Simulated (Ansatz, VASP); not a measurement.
# TiSe: VASP beside Ansatz

Aim: how closely do two programs agree when they are given the same cell, functional and k mesh? The two relaxations start from unlike cells of this crystal (the structure described is Ansatz's start), so only their ends are compared.

Method: plane waves, with VASP 6.6.1 beside it; relaxation of cell and atoms at LDA, in Ansatz 0.2.0.

### 1. Set-up

It takes space group P6_3/mmc (No. 194, hexagonal). Conventional cell: a = 3.559 Å, b = 3.559 Å, c = 6.220 Å, α = 90.00°, β = 90.00°, γ = 120.00°. Ti has 6 Se at 2.58 Å nearest. Se has 6 Ti at 2.58 Å nearest. Farther neighbours and most contacts between anions are not listed.

### 2. Ansatz: relaxation of cell and atoms, LDA

Ansatz runs on its default PAW (the set named soft_2) files.

The relaxed volume is the usual yardstick between codes: in a stiff, nearly cubic crystal its relative difference is about their pressure difference at one cell divided by the bulk modulus.

The input, input.yaml:

```yaml
crystal:
  lattice:
    - [3.559, 0.0, 0.0]
    - [-1.7795, 3.0821844121, 0.0]
    - [0.0, 0.0, 6.22]
  atoms:
    - { symbol: Ti, position: [0.0, 0.0, 0.0] }
    - { symbol: Ti, position: [0.0, 0.0, 0.5] }
    - { symbol: Se, position: [0.3333333333, 0.6666666667, 0.25] }
    - { symbol: Se, position: [0.6666666667, 0.3333333333, 0.75] }
kpoints:
  mp_grid: { grid: [12, 12, 6] }
hamiltonian:
  xc: lda
scf:
  occupations: { method: gaussian, width: 0.1 }
output:
  forces: true
  stress: true
  eigenvalues: true
relax:
  adjacent_minimum: "off"
  f_tol: 0.005
  max_steps: 60
  cell: { stress_tol: 0.03 }
```

The run is started by

```bash
ansatz run input.yaml --threads 4 --pin off --max-ram 8192MiB --backend cpu --events-out ev --progress --plain --runs-dir out
```

Numbers of over 12 decimals in the logs are rounded to 6 here.

The program printed:

```text
Engine: ansatz 0.2.0, aarch64-unknown-linux-gnu
Pseudopotentials: kind: paw
Pseudopotential: Ti, paw, valence charge 12, recommended cutoff 420 eV (normal), Ti.paw.azcp
Pseudopotential: Se, paw, valence charge 16, recommended cutoff 420 eV (normal), Se.paw.azcp
Functional definition: SPW92
  exchange = slater_x
  correlation = pw_c
Crystal: 4 atoms, lattice volume = 68.230 Å³
Basis set: ecut = 420 eV, 1299 PW (Γ)
Bands: 34, of which v1, the nominal top of the filled ones, is band 28 counted from 1 (27 counted from 0)
Symmetry: 24 space group operations
Space group: P63/mmc (ITA 194), of the structure as read, at distance tolerance 4.1e-5 Å
k-points: 76 of 864
Non-local potential: Ti, projectors of the file, l = 0: 3, l = 1: 2, l = 2: 3, l = 3: 1
Non-local potential: Se, projectors of the file, l = 0: 2, l = 1: 2, l = 2: 3, l = 3: 1
PAW form: soft (Blöchl's): semilocal exchange-correlation on the pseudo side does not see the compensation charge
PAW frozen core: Ti, regenerated for the run's functional, and the local potential with it (the file was generated under x = pbe(κ = 0.804, μ = 0.219515), c = pbe(β = 0.066725))
PAW frozen core: Se, regenerated for the run's functional, and the local potential with it (the file was generated under x = pbe(κ = 0.804, μ = 0.219515), c = pbe(β = 0.066725))
PAW one-centre angular grid: Ti, 590 points (default); XC on 64 Gauss nodes
PAW one-centre angular grid: Se, 590 points (default); XC on 64 Gauss nodes
Initial density: superposition of atomic densities (neutral atoms: chi_scale 0, normalization atom), corrected by the library's trained network
Initial wavefunctions: pseudopotential atomic-orbital guess
Functional: x = slater, c = lda
SCF iter   1: F=—  HF=-15671.875214 eV  |F-HF|=—  |Δ(HF+E_count)|=         —  Δρ=6.38e-3  dr2=1.30e-2  ethr=1.77e-3  ⟨swp⟩=5.3  Hψ=9622  notcnv=0
preconditioner: auto → Kerker (q_TF=auto, 2.640 Å⁻¹)  [metal: Δε(μ)=0.005 eV  Ē_g=7.260 eV  σ=0.100 eV  W_gap=0.03  n_scr=22 (ndim 8)  ℏωp=20.1 eV  f_vac=0.000  D(μ)=3.89/eV (n_scr^D=36)]
SCF iter   2: F=—  HF=-15671.872129 eV  |F-HF|=—  |Δ(HF+E_count)|=   3.09e-3  Δρ=3.17e-3  dr2=2.67e-3  ethr=2.33e-5  ⟨swp⟩=2.0  Hψ=3458  notcnv=0  defer=2
SCF iter   3: F=—  HF=-15671.871746 eV  |F-HF|=—  |Δ(HF+E_count)|=   3.84e-4  Δρ=7.24e-4  dr2=1.95e-4  ethr=4.76e-6  ⟨swp⟩=2.6  Hψ=4046  notcnv=0  defer=2
SCF iter   4: F=—  HF=-15671.871728 eV  |F-HF|=—  |Δ(HF+E_count)|=   1.76e-5  Δρ=1.32e-4  dr2=1.66e-5  ethr=3.47e-7  ⟨swp⟩=2.0  Hψ=3876  notcnv=0  defer=2
SCF iter   5: F=—  HF=-15671.871721 eV  |F-HF|=—  |Δ(HF+E_count)|=   7.11e-6  Δρ=3.98e-5  dr2=8.16e-7  ethr=2.97e-8  ⟨swp⟩=2.0  Hψ=4500  notcnv=0  defer=2
SCF iter   6: F=-15671.871721 eV  HF=-15671.871721 eV  |F-HF|=1.14e-8  |Δ(HF+E_count)|=   3.78e-7  Δρ=1.23e-5  dr2=7.85e-8  ethr=1.79e-10  ⟨swp⟩=6.9  Hψ=11165  notcnv=0
SCF 1 converged in 6 iterations: F = -15671.871721 eV  dr2 = 7.85e-8
  greatest PAW one-centre occupation: 1.000 electrons in one spin orbital (limit 2), on the Se atom at site 3 (counted from 0), in its partial waves of l = 2
relax step   1: F+E_penalty+E_count = -15671.87172052 eV  Δ(F+E_penalty+E_count) = +0.000e0 eV  max|allowed force component| = 1.156e-17 eV/Å  Δτ_max = 0.0000 Å  P = -4.031 GPa  Ω = 68.230 Å³  (6 SCF iters, dr2 threshold 1.00e-7 eV, accepted)
[...]
relax step   8: F+E_penalty+E_count = -15672.15526476 eV  Δ(F+E_penalty+E_count) = -1.146e-5 eV  max|allowed force component| = 1.041e-17 eV/Å  Δτ_max = 0.0000 Å  P = +0.001 GPa  Ω = 64.225 Å³  energy of the carried Pulay correction = -2.424e-6 eV  (6 SCF iters, dr2 threshold 3.39e-8 eV, accepted)
[...]
relax step   9: F+E_penalty+E_count = -15672.15526836 eV  Δ(F+E_penalty+E_count) = -3.602e-6 eV  max|allowed force component| = 9.252e-18 eV/Å  Δτ_max = 0.0000 Å  P = +0.001 GPa  Ω = 64.225 Å³  stress off target by 5.04e-3 GPa  SCF on the basis re-selected at this cell (its energy is not comparable with the rows above)  (7 SCF iters)
basis re-selected at this cell: Δ(F+E_penalty+E_count) = -3.602e-6 eV, ΔP = +0.000 GPa vs the last step (what re-selecting the basis moved, of the pressure what is left beyond the Pulay correction that the steps carried, after the strain that the cell walked since its last selection, with what the two solves' SCF thresholds leave and, on support functions, any second-order correction that the steps lacked; it is no m [...]
SCF converged after 7 iterations
Free energy (F): -15672.155268 eV
Harris-Foulkes:  -15672.155268 eV  (|F-HF|=7.28e-12)
Internal energy: -15672.143412 eV  (E = F + TS)
E sigma→0 (E₀):  -15672.149340 eV
Entropy (-TS):   -0.011857 eV (-2.964 meV/atom)
Fermi energy:    15.295646 eV
--- Per-component energies (eV) ---
  E_band       = -866.156871
  E_kinetic    = 795.508974
  E_local      = -5500.030108  (includes V_loc(G=0)·N_el)
  E_nonlocal   = -1152.000207
  E_hartree    = 2678.832763
  E_xc         = -406.780855
  E_vxc        = -448.564281  (∫ρ·V_xc dr)
  E_paw        = -5653.817570  (= ΣΔE_a)
  E_vpaw       = 81.264232  (= ΣTr[D̂ρ^β])
  E_aug_tail   = -0.001008  (compensation charges beyond the density's cutoff)
  E_ewald      = -6438.942026
  E_core_change = 5.086625  (= ΣΔE_core)
  E_smearing   = -0.011857  (= −TS)
  E_closure    = 0.000000  (closes the sum)
  Σ components = -15672.155268   (vs F -15672.155268, Δ=0.00e0)
--- Forces (eV/Å), atoms counted from 1 ---
  atom   1  Ti    -0.00000000    -0.00000000    -0.00000000
  atom   2  Ti    -0.00000000     0.00000000    -0.00000000
  atom   3  Se     0.00000000     0.00000000     0.00000000
  atom   4  Se     0.00000000    -0.00000000     0.00000000
  max |Σ_I F_I| component: 3.70e-17 eV/Å
--- Stress (GPa, compression-positive) ---
       -0.000951       0.000000      -0.000000
        0.000000      -0.000951      -0.000000
       -0.000000      -0.000000       0.005037
  P = ⅓ Tr σ = 0.0010 GPa (0.010 kbar)
--- Band table (eV; the first three rows and the last of 76) ---
  k-point 0: bands = [... 24 lower, 13.1286, 14.5653, 14.5653, 15.0661, 15.0661, 15.3230, 15.3230, 16.4449, ... 2 higher]
  k-point 1: bands = [... 24 lower, 13.7353, 13.9928, 13.9928, 15.3717, 15.3717, 15.6126, 15.6126, 16.4734, ... 2 higher]
  k-point 2: bands = [... 24 lower, 13.3213, 13.3213, 14.4995, 15.5082, 15.5082, 15.8511, 15.8511, 15.9038, ... 2 higher]
  k-point 75: bands = [... 24 lower, 10.3896, 10.3896, 14.7972, 14.7972, 16.7369, 16.7369, 16.8677, 16.8677, ... 2 higher]
--- Relaxed structure (7 steps of the walk, 7 accepted, 2 SCFs on fresh bases) ---
  F+E_penalty+E_count = -15672.15526836 eV   max|allowed force component| = 9.252e-18 eV/Å   (the final SCF, on the basis selected at the relaxed cell)
  cell:  # Å, volume = 64.2249 Å³
    - [3.330346, 0, 0.0]
    - [-1.665173, 2.884164, 0.0]
    - [0.0, 0.0, 6.686427]
  atoms:
    - { symbol: Ti, position: [0, 0, 0] }
    - { symbol: Ti, position: [0, 0, 0.5] }
    - { symbol: Se, position: [0.333333, 0.666667, 0.25] }
    - { symbol: Se, position: [0.666667, 0.333333, 0.75] }
```

In the SCF lines HF is the Harris–Foulkes energy and dr2 the Hartree energy of the density residual, in eV; the loop may stop once dr2 is under the threshold and the program's other checks hold. Hψ counts applications of the Hamiltonian.

### 3. VASP: relaxation of cell and atoms, LDA

Its own start cell and the same functional (in two slightly different forms), mesh and smearing now go to VASP, with its own data sets.

Lines of VASP's logs that name or quote its potential files are left out, and so is its time.

The input, INCAR:

```
SYSTEM = TiSe
PREC = Accurate
ENCUT = 500
EDIFF = 1E-07
NELM = 120
ISMEAR = 0
SIGMA = 0.1
LREAL = .FALSE.
ALGO = Normal
GGA = CA
NBANDS = 24
LASPH = .TRUE.
LORBIT = 11
LWAVE = .FALSE.
LCHARG = .FALSE.
ISIF = 3
IBRION = 2
NSW = 80
EDIFFG = -0.005
GGA_COMPAT = .FALSE.
NELMIN = 4
```

The input, POSCAR:

```
TiSe
1.0
    3.3342131709      0.0000000000      0.0000000000
   -1.6671065855      2.8875129746      0.0000000000
    0.0000000000      0.0000000000      6.6909679866
Ti Se
2 2
Direct
    0.0000000000      0.0000000000      0.0000000000
    0.0000000000      0.0000000000      0.5000000000
    0.3333334415      0.6666668830      0.2500000000
    0.6666667207      0.3333334415      0.7500000000
```

The input, KPOINTS:

```
Automatic mesh
0
Gamma
12 12 6
0 0 0
```

Potentials, in the order of the species: Ti_sv and Se (LDA family, release 64).

The run is started by

```bash
mpirun -np 1 vasp_std
```

The program printed:

```text
[banner, memory and clock lines left out]
running    1 mpi-ranks, on    1 nodes
 distrk:  each k-point on    1 cores,    1 groups
 distr:  one band on    1 cores,    1 groups

 POSCAR found type information on POSCAR TiSe
 POSCAR found :  2 types and       4 ions
 LDA part: xc-table for (Slater(with rela. corr.)+CA(PZ))
 , standard interpolation
 POSCAR, INCAR and KPOINTS ok, starting setup
 FFT: planning ... GRIDC
 FFT: planning ... GRID_SOFT
 FFT: planning ... GRID
 WAVECAR not read
 entering main loop
       N       E                     dE             d eps       ncg     rms          rms(c)
DAV:   1     0.392819339636E+03    0.39282E+03   -0.17420E+04  3648   0.162E+03
DAV:   2     0.116150419332E+02   -0.38120E+03   -0.37374E+03  3696   0.470E+02
DAV:   3    -0.306672385350E+02   -0.42282E+02   -0.41620E+02  6200   0.138E+02
DAV:   4    -0.331200378329E+02   -0.24528E+01   -0.24430E+01  5144   0.288E+01
DAV:   5    -0.332250787126E+02   -0.10504E+00   -0.10503E+00  5048   0.497E+00    0.156E+01
DAV:   6    -0.305494346454E+02    0.26756E+01   -0.19795E+01  4728   0.369E+01    0.463E+00
DAV:   7    -0.304624659414E+02    0.86969E-01   -0.15247E+00  4920   0.109E+01    0.334E+00
DAV:   8    -0.304393182203E+02    0.23148E-01   -0.14687E-01  4880   0.255E+00    0.522E-01
DAV:   9    -0.304382277180E+02    0.10905E-02   -0.21808E-02  4928   0.129E+00    0.269E-01
DAV:  10    -0.304386158609E+02   -0.38814E-03   -0.13140E-03  4688   0.310E-01    0.473E-02
DAV:  11    -0.304385975481E+02    0.18313E-04   -0.31008E-04  5472   0.150E-01    0.289E-02
DAV:  12    -0.304385952336E+02    0.23146E-05   -0.25668E-05  4664   0.407E-02    0.912E-03
DAV:  13    -0.304385947671E+02    0.46641E-06   -0.12530E-06  4616   0.120E-02    0.502E-03
DAV:  14    -0.304385946350E+02    0.13214E-06   -0.42914E-07  4296   0.598E-03    0.495E-04
DAV:  15    -0.304385946404E+02   -0.53647E-08   -0.36954E-08  2616   0.171E-03
   1 F= -.30438595E+02 E0= -.30432626E+02  d E =-.304386E+02
 curvature:   0.00 expect dE= 0.000E+00 dE for cont linesearch  0.000E+00
 trial: gam= 0.00000 g(F)=  0.410E-41 g(S)=  0.228E-04 ort = 0.000E+00 (trialstep = 0.100E+01)
 search vector abs. value=  0.228E-04
 bond charge predicted
       N       E                     dE             d eps       ncg     rms          rms(c)
DAV:   1    -0.304388337430E+02   -0.23911E-03   -0.62188E-03  5104   0.903E-01    0.134E-01
DAV:   2    -0.304386241580E+02    0.20959E-03   -0.14971E-03  4840   0.372E-01    0.364E-02
DAV:   3    -0.304385921459E+02    0.32012E-04   -0.15477E-04  4904   0.750E-02    0.147E-02
DAV:   4    -0.304385911158E+02    0.10301E-05   -0.44724E-05  5944   0.413E-02    0.922E-03
DAV:   5    -0.304385932540E+02   -0.21382E-05   -0.28947E-06  4664   0.127E-02    0.417E-03
DAV:   6    -0.304385948432E+02   -0.15892E-05   -0.46699E-06  5432   0.771E-03    0.224E-03
DAV:   7    -0.304385949335E+02   -0.90227E-07   -0.22009E-07  3656   0.318E-03
   2 F= -.30438595E+02 E0= -.30432627E+02  d E =-.293087E-06
 trial-energy change:   -0.000000  1 .order   -0.000001   -0.000023    0.000021
 step:   0.5003(harm=  0.5195)  dis= 0.00000  next Energy=   -30.438600 (dE=-0.563E-05)
 bond charge predicted
       N       E                     dE             d eps       ncg     rms          rms(c)
DAV:   1    -0.304386607448E+02   -0.65902E-04   -0.15578E-03  5072   0.451E-01    0.673E-02
DAV:   2    -0.304386077887E+02    0.52956E-04   -0.37505E-04  4800   0.186E-01    0.183E-02
DAV:   3    -0.304385996920E+02    0.80966E-05   -0.39387E-05  4824   0.378E-02    0.734E-03
DAV:   4    -0.304385994220E+02    0.26997E-06   -0.11072E-05  6040   0.205E-02    0.458E-03
DAV:   5    -0.304385999737E+02   -0.55161E-06   -0.73155E-07  4424   0.637E-03    0.196E-03
DAV:   6    -0.304386003336E+02   -0.35997E-06   -0.11562E-06  5320   0.378E-03    0.109E-03
DAV:   7    -0.304386003524E+02   -0.18804E-07   -0.39258E-08  1976   0.151E-03
   3 F= -.30438600E+02 E0= -.30432632E+02  d E =-.571206E-05
 curvature:  -0.26 expect dE=-0.292E-06 dE for cont linesearch -0.101E-07
 trial: gam= 0.09079 g(F)=  0.434E-42 g(S)=  0.113E-05 ort =-0.944E-06 (trialstep = 0.900E+00)
 search vector abs. value=  0.114E-05
 reached required accuracy - stopping structural energy minimisation
```

Parts of OUTCAR (step 3):

```text
ion  position               nearest neighbor table
   1  0.000  0.000  0.000-   4 2.55   3 2.55   3 2.55   4 2.55   4 2.55   3 2.55
   2  0.000  0.000  0.500-   4 2.55   3 2.55   3 2.55   4 2.55   4 2.55   3 2.55
   3  0.333  0.667  0.250-   1 2.55   2 2.55   1 2.55   2 2.55   1 2.55   2 2.55
   4  0.667  0.333  0.750-   1 2.55   2 2.55   1 2.55   2 2.55   1 2.55   2 2.55

  LATTYP: Found a hexagonal cell.
 ALAT       =     3.3342131709
 C/A-ratio  =     2.0067607089

 Subroutine GETGRP returns: Found 24 space group operations
 (whereof 12 operations were pure point group operations)

The static configuration has the point symmetry D_3d.
 The point group associated with its full space group is D_6h.

 Found     76 irreducible k-points:

   k-points           NKPTS =     76   k-points in BZ     NKDIM =     76   number of bands    NBANDS=     24

   dimension x,y,z NGX =    24 NGY =   24 NGZ =   50
   dimension x,y,z NGXF=    48 NGYF=   48 NGZF=  100

   ENCUT  =  500.0 eV  36.75 Ry    6.06 a.u.   6.08  6.08 12.20*2*pi/ulx,y,z

   NELECT =      36.0000    total number of electrons

 k-points in reciprocal lattice and weights: Automatic mesh
   0.00000000  0.00000000  0.00000000       0.001
   0.08333333 -0.00000000  0.00000000       0.007
   0.16666667 -0.00000000  0.00000000       0.007
   0.25000000  0.00000000  0.00000000       0.007
   0.33333333 -0.00000000  0.00000000       0.007
   0.41666667  0.00000000  0.00000000       0.007
   0.50000000  0.00000000  0.00000000       0.003
   0.08333333  0.08333333  0.00000000       0.007
   0.16666667  0.08333333  0.00000000       0.014
[...]
0.33333333  0.25000000  0.50000000       0.014
   0.33333333  0.33333333  0.50000000       0.002

 average (electrostatic) potential at core
       1 -71.8701       2 -71.8701       3 -56.2177       4 -56.2177

 E-fermi :   9.2653

 k-point     1 :       0.0000    0.0000    0.0000
  band No.  band energies     occupation
    ...
     17       8.5422      2.00000
     18       9.0353      1.99886
     19       9.0353      1.99886
     20       9.2914      0.71297
     21       9.2914      0.71296
     22      10.4074      0.00000
     23      10.4074      0.00000
     24      10.6821      0.00000

 k-point     2 :       0.0833   -0.0000    0.0000
  band No.  band energies     occupation
    ...
     15       7.0348      2.00000
     16       7.7652      2.00000
     17       8.0612      2.00000
     18       9.1248      1.95308
     19       9.1763      1.79179
     20       9.5673      0.00002
     21       9.7816      0.00000
     22      10.3867      0.00000
     23      10.4763      0.00000
     24      10.7090      0.00000

 k-point     3 :       0.1667   -0.0000    0.0000
  band No.  band energies     occupation
    ...
     14       5.9113      2.00000
     15       5.9336      2.00000
     16       7.4591      2.00000
     17       7.5178      2.00000
     18       9.2585      1.07658
     19       9.3742      0.12367
     20       9.7630      0.00000
     21      10.3421      0.00000
     22      10.3822      0.00000
     23      10.7477      0.00000
    ...

  Total       -0.0065160     -0.0065160      0.0028986      0.0000000     -0.0000000      0.0000000
  in kB       -0.1619971     -0.1619971      0.0720628      0.0000000     -0.0000000      0.0000000
  external PRESSURE =      -0.0839772 kB  Pullay stress =       0.0000000 kB

  energy-cutoff  :      500.00
  volume of cell :       64.44
      direct lattice vectors                 reciprocal lattice vectors
     3.334505411 -0.000000000  0.000000000     0.299894550  0.173144219 -0.000000000
    -1.667252706  2.887766062 -0.000000000     0.000000000  0.346288438 -0.000000000
     0.000000000  0.000000000  6.692514616    -0.000000000 -0.000000000  0.149420667

 POSITION                                       TOTAL-FORCE (eV/Angst)
 -----------------------------------------------------------------------------------
      0.00000     -0.00000      0.00000        -0.000000      0.000000      0.000000
      0.00000      0.00000      3.34626        -0.000000      0.000000      0.000000
     -0.00000      1.92518      1.67313        -0.000000     -0.000000     -0.000000
      1.66725      0.96259      5.01939         0.000000     -0.000000      0.000000
 -----------------------------------------------------------------------------------
    total drift:                                0.000000     -0.000278     -0.000000

  FREE ENERGIE OF THE ION-ELECTRON SYSTEM (eV)
  ---------------------------------------------------
  free  energy   TOTEN  =       -30.4386003524 eV

  energy  without entropy=      -30.4266639531  energy(sigma->0) =      -30.43263215

 reached required accuracy - stopping structural energy minimisation

 total charge
# of ion       s       p       d       tot
------------------------------------------
    1        2.152   6.128   2.080  10.360
    2        2.152   6.128   2.080  10.360
    3        1.437   2.481   0.092   4.010
    4        1.437   2.481   0.092   4.010
--------------------------------------------------
tot          7.179  17.217   4.344  28.741

[... 3 further parts left out ...]
```

CONTCAR:

```
TiSe
   1.00000000000000
     3.3345054111322905   -0.0000000000000050    0.0000000000000000
    -1.6672527056161539    2.8877660619776040   -0.0000000000000000
     0.0000000000000000    0.0000000000000000    6.6925146157917235
  Ti              Se
     2     2
Direct
     0.0000000000000000    0.0000000000000000    0.0000000000000000
     0.0000000000000000    0.0000000000000000    0.5000000000000000
     0.3333334415000024    0.6666668829999978    0.2500000000000000
     0.6666667207000003    0.3333334415000024    0.7500000000000000
```

The run keeps the 24 symmetry operations of its start, so it cannot find a distortion of lower symmetry.

### 4. Differences

Known differences besides the potentials themselves: the two LDA forms differ slightly; the data sets hold 56 valence electrons in Ansatz (on its default PAW (the set named soft_2) files) and 36 in VASP; the cutoff is 420 eV in Ansatz and 500 eV in VASP; VASP's log shows a relativistic correction to its local exchange, Ansatz's none; Ansatz adds a Pulay correction to the stress that steers its cell, VASP none. Total energies have different zeros and are not compared.

Compared:

```csv
quantity,Ansatz,VASP,difference
volume (Å³),64.22,64.44,-0.34 %
"edge a after relaxation, in the typed setting (Å)",3.330,3.334,-0.13 %
"edge c after relaxation, in the typed setting (Å)",6.686,6.692,-0.09 %
```

### 5. What came out

```
difference in volume (relaxation of cell and atoms, LDA) : -0.34 %
```

**Reading.** The difference in volume is -0.34 % (relaxation of cell and atoms, LDA), within the 1.2 % picked in this series as the mark of a large difference, as far as the stopping tolerances let one tell. The data sets hold unlike numbers of valence electrons (56 in Ansatz and 36 in VASP), so part of the differences comes from the potentials. Such differences can come from data sets, numerical settings and the points named under the comparisons, not from the functional's error against experiment.

[Lines on the potential files, build, host, timing and source positions are cut from VASP's logs without a mark.]

[Logs are printed without paths, hosts, clocks, repeated set-up lines and the standing remarks that a program may print on its own settings, such as how far it seeks lower states.]

[Hosts, paths, dates, database ids (printed as entryN), source tags and the programs' standing remarks are cut or masked in the printed files.]
